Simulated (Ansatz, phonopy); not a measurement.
# AlP (F-43m): a volume series of phonon spectra, part 4 of 4

Aim: how the vibrations of AlP shift with volume, and the expansion that follows.

What experiment has found for this phase:
- heat capacity C_P per formula unit 42 J/mol/K and bulk modulus 86 GPa near room temperature (given in “High-Throughput Prediction of Finite-Temperature Properties using the Quasi-Harmonic Approximation”, 2016, arXiv:1603.06924)

Ansatz 0.2.0; DFT LDA, scalar-relativistic, plane waves, PAW.

So far. Step 14 (A cell at another volume, V/V0 1.05): The run ends at a pressure of -3.97 GPa. Step 15 (Lattice dynamics at this volume, V/V0 1.05): No mode is imaginary beyond numerical noise at the solved wavevectors. The highest zone-centre mode (no LO–TO term) moved by -5.8 % for a volume change of +5.0 %.

The database entry behind the starting cell differs from later determinations by our own check (0.1 to 0.3 % short, probably kX units), so it need not match the best structure at ambient conditions.

## Step 16: How the modes move with volume

This step: DFT LDA, scalar-relativistic, plane waves, PAW (phonopy 4.10.0).

Numbers from this step:

```
share of modes with a negative Grüneisen parameter : 0.333
```

Mean Grüneisen, by row:

| T (K) | heat-capacity-weighted mean | root mean square |
| --- | --- | --- |
| 50 | -0.746 | 0.956 |
| 100 | -0.283 | 1.009 |
| 200 | 0.287 | 1.122 |
| 300 | 0.438 | 1.155 |
| 500 | 0.519 | 1.173 |
| 800 | 0.548 | 1.179 |

Mean mode Grueneisen parameter against wavenumber:

| wavenumber (cm⁻¹) | mean mode Grueneisen parameter |
| --- | --- |
| 8 | - |
| 25 | -0.592 |
| 41 | -0.572 |
| 58 | -0.279 |
| 74 | -0.589 |
| 90 | -0.676 |
| 107 | -1.02 |
| 123 | -0.886 |
| 140 | -1.04 |
| 156 | -0.643 |
| 172 | -0.436 |
| 189 | -0.413 |
| 205 | 0.952 |
| 222 | 0.935 |
| 238 | 0.936 |
| 255 | 0.914 |
| 271 | 0.927 |
| 288 | 0.907 |
| 304 | 0.885 |
| 320 | 0.951 |
| 337 | 1.06 |
| 353 | 1.11 |
| 370 | 1.22 |
| 386 | 1.28 |
| 402 | 1.36 |
| 419 | 1.5 |
| 435 | 1.37 |
| 452 | 1.09 |
| 468 | 1.04 |
| 485 | 1.03 |

Volume series, by row:

| V/V0 | V (Å³/atom) | pressure (GPa) | E - E0 (meV/atom) | gap (eV) | zero-point energy (meV/atom) | lowest on the path (cm⁻¹) | highest at Gamma without the LO-TO term (cm⁻¹) |
| --- | --- | --- | --- | --- | --- | --- | --- |
| 0.97 | 19.45 | 2.92 | 5.346 | 1.359 | 58.06 | 0 | 456.7 |
| 0.985 | 19.76 | 1.404 | 1.296 | 1.39 | 57.22 | 0 | 448.4 |
| 1 | 20.06 | -0.001 | 0 | 1.419 | 56.39 | 0 | 440.2 |
| 1.015 | 20.36 | -1.301 | 1.234 | 1.448 | 55.57 | 0 | 432.4 |
| 1.03 | 20.66 | -2.505 | 4.825 | 1.475 | 54.76 | 0 | 424.7 |
| 1.05 | 21.06 | -3.973 | 12.96 | 1.51 | 53.69 | 0 | 414.9 |

Table of optical frequency at Gamma without the LO-TO term, mode 4 by V/V0:

| V/V0 | optical frequency at Gamma without the LO-TO term, mode 4 (cm⁻¹) |
| --- | --- |
| 0.9700 | 457 |
| 0.9850 | 448 |
| 1.0000 | 440 |
| 1.0150 | 432 |
| 1.0300 | 425 |
| 1.0500 | 415 |

Grüneisen at points, by row:

| point | branch | frequency (cm⁻¹) | mode Grüneisen parameter |
| --- | --- | --- | --- |
| Γ | 4 | 440.2 | 1.21 |
| Γ | 6 | 494 | 1.02 |
| X | 1 | 137.9 | -1.83 |
| X | 3 | 353.4 | 1.1 |
| X | 4 | 412.5 | 0.93 |
| X | 5 | 413.5 | 1.67 |
| U | 1 | 139.6 | -1.46 |
| U | 2 | 187.5 | -0.62 |
| U | 3 | 329.1 | 1.15 |
| U | 4 | 373.2 | 1.16 |
| U | 5 | 413.8 | 1.62 |
| U | 6 | 432.9 | 1.51 |
| K | 1 | 139.6 | -1.46 |
| K | 2 | 187.5 | -0.62 |
| K | 3 | 329.1 | 1.15 |
| K | 4 | 373.2 | 1.16 |
| K | 5 | 413.8 | 1.62 |
| K | 6 | 432.9 | 1.51 |
| L | 1 | 102.1 | -1.77 |
| L | 3 | 335.8 | 0.46 |
| L | 4 | 402.9 | 1.48 |
| L | 5 | 427.4 | 1.43 |
| W | 1 | 171.8 | -0.71 |
| W | 2 | 192.3 | -0.65 |
| W | 3 | 323.5 | 1.21 |
| W | 4 | 358.3 | 1.09 |
| W | 5 | 416.6 | 1.67 |
| W | 6 | 430.3 | 1.56 |

## Step 17: Quasi-harmonic fit by phonopy

This step gave:

- volume expansion coefficient at 300 K: 8.96 1e-6/K
- isothermal bulk modulus at 300 K: 86.86 GPa
- C_P at 300 K: 20.62 J/mol-atom/K
- Grüneisen parameter at 300 K: 0.459

Energy (each curve on its own zero) against volume; values in meV/atom:

| volume (Å³/atom) | static | F at 0 K | F at 300 K | F at 900 K |
| --- | --- | --- | --- | --- |
| 19.455 | 5.35 | 7.46 | 7.7 | 10.6 |
| 19.756 | 1.3 | 2.57 | 2.78 | 4.67 |
| 20.057 | 0 | 0.44 | 0.57 | 1.37 |
| 20.358 | 1.23 | 0.85 | 0.86 | 0.47 |
| 20.658 | 4.82 | 3.63 | 3.48 | 1.81 |
| 21.059 | 13.0 | 10.7 | 10.3 | 6.78 |

Phonopy-qha, vinet fit of F(V) at each temperature; no electronic free energy. Qha vinet, by row:

| T (K) | fitted volume (Å³/atom) | alpha_V (1e-6/K) | B_T (GPa) | C_P (J/mol-atom/K) | Grueneisen |
| --- | --- | --- | --- | --- | --- |
| 100 | 20.15 | -1.79 | 88.46 | 8.422 | -0.2268 |
| 150 | 20.15 | 1.56 | 88.16 | 13.28 | 0.1255 |
| 200 | 20.16 | 4.86 | 87.77 | 16.79 | 0.3084 |
| 250 | 20.16 | 7.28 | 87.33 | 19.1 | 0.4043 |
| 300 | 20.17 | 8.96 | 86.86 | 20.62 | 0.4593 |
| 350 | 20.18 | 10.16 | 86.38 | 21.65 | 0.4938 |
| 400 | 20.19 | 11.05 | 85.89 | 22.38 | 0.517 |
| 450 | 20.2 | 11.73 | 85.4 | 22.9 | 0.5336 |
| 500 | 20.21 | 12.26 | 84.91 | 23.29 | 0.5461 |
| 550 | 20.23 | 12.7 | 84.41 | 23.59 | 0.5559 |
| 600 | 20.24 | 13.08 | 83.92 | 23.83 | 0.5639 |
| 650 | 20.25 | 13.4 | 83.42 | 24.02 | 0.5706 |
| 700 | 20.27 | 13.69 | 82.92 | 24.17 | 0.5764 |
| 750 | 20.28 | 13.95 | 82.43 | 24.3 | 0.5815 |
| 800 | 20.3 | 14.19 | 81.93 | 24.41 | 0.586 |
| 850 | 20.31 | 14.41 | 81.44 | 24.5 | 0.5902 |

The volume expansion coefficient, phonopy-qha, Vinet by temperature:

temperature (K), volume expansion coefficient, phonopy-qha, Vinet (1e-6/K) and a bar from the least value:
```
       75       -2.4 
      100       -1.8 #
      125       -0.3 ####
      150        1.6 #######
      175        3.3 ##########
      200        4.9 #############
      225        6.2 ###############
      250        7.3 #################
      275        8.2 ###################
      300        9.0 ####################
      325        9.6 #####################
      350       10.2 ######################
      375       10.6 #######################
      400       11.1 ########################
      425       11.4 ########################
      450       11.7 #########################
      475       12.0 ##########################
      500       12.3 ##########################
      525       12.5 ##########################
      550       12.7 ###########################
      575       12.9 ###########################
      600       13.1 ###########################
      625       13.2 ############################
      650       13.4 ############################
      675       13.6 ############################
      700       13.7 #############################
      725       13.8 #############################
      750       13.9 #############################
      775       14.1 #############################
      800       14.2 #############################
      825       14.3 ##############################
      850       14.4 ##############################
      875       14.5 ##############################
```

The fit gives a volume expansion of 8.96 × 10⁻⁶/K at 300 K.

## Step 18: Results

```
volume expansion coefficient at 300 K  : 8.96 1e-6/K
isothermal bulk modulus at 300 K       : 86.86 GPa
C_P at 300 K                           : 20.62 J/mol-atom/K
Grüneisen parameter at 300 K           : 0.459
mean mode Grüneisen parameter at 300 K : 0.438
```

Near room temperature AlP expands by 8.96 × 10⁻⁶/K in volume by LDA, with C_P = 20.6 J/(mol K) per mole of atoms and B_T = 86.9 GPa. At low temperature the volume shrinks on warming, because modes with negative Grüneisen parameters outweigh the rest; the coefficient turns positive near 130 K. C_P at room temperature is 83 % of the classical 3R an atom, so the stiffest modes are still partly frozen out. A measured bulk modulus near room temperature is 86 GPa (arXiv:1603.06924); the calculated 86.9 GPa differs by +1 %. The table does not say whether its value is isothermal or adiabatic. A measured heat capacity per formula unit near room temperature is 42 J/mol/K (arXiv:1603.06924); the calculated 41.2 J/mol/K differs by -2 %. The heat-capacity-weighted Grüneisen parameter goes from -0.746 at 50 K to 0.548 at 800 K; 33 % of the modes stiffen on expansion. Weighting γ by the density of states and each mode's heat capacity at 300 K, the lowest third of the frequency range (cuts at 160 and 330 cm⁻¹) pulls the cell inward, while the rest pushes it outward. Among the labelled points γ is largest for branch 5 at X (414 cm⁻¹, 1.7) and most negative for branch 1 at X (138 cm⁻¹, -1.8). The log warns that the k-mesh is coarse for the response calculation and asks for a check on a denser one. The interpolation has no quadrupole term, so branches near the zone centre are less sure, since this crystal has sites that are not centres of inversion. The PAW files were made for PBE and are used here under another functional, for which the program regenerates the frozen cores.

[Logs are printed without paths, hosts, clocks, repeated set-up lines and the standing remarks that a program may print on its own settings, such as how far it seeks lower states.]

[Hosts, paths, dates, database ids (printed as entryN), source tags and the programs' standing remarks are cut or masked in the printed files.]

[A step with changed settings may run another functional than the one named; its input shows which.]

[Of the runs on displaced cells, only some may be shown.]
